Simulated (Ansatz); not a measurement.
CsPbI$_{3}$ in the cubic perovskite structure (space group Pm-3m, No. 221)

Space group Pm-3m (No. 221); a = b = c = 6.3327 Å, α = β = γ = 90.00°

```tsv
atom	site	symmetry	x	y	z
Cs	1a	m-3m	0.0000	0.0000	0.0000
Pb	1b	m-3m	0.5000	0.5000	0.5000
I	3c	4/mm.m	0.0000	0.5000	0.5000
```

Calculations: r2SCAN/PAW in Ansatz (a quantum-chemistry and plane-wave program), without spin-orbit coupling. Settings: 5×5×5 k-points, 0.05 eV Fermi–Dirac smearing.

The volume per atom is 50.79 Å³ and the density comes out as 4.71 g/cm³. The band gap comes out as 1.70 eV, direct at R and the electron mass (degenerate bands, along [100]) is 0.070, 0.79, 0.79 mₑ. The hole mass is 0.15 mₑ and the lowest conduction-band minima above the VBM comes out as R along ⟨111⟩ 1.70 eV. The total energy comes out as -8039.341 eV/atom (σ→0; compares only within this code and set-up).

With I and Pb present, leaving out spin-orbit coupling can change the band edges. Masses are band curvatures over ±0.01 Å⁻¹ around the edge. Whether these cells are dynamically stable was not tested. Many cubic perovskites are stable only at high temperature; tilts and polar distortions were not tested. This is not the structure that CsPbI3 has at room temperature and ambient pressure.
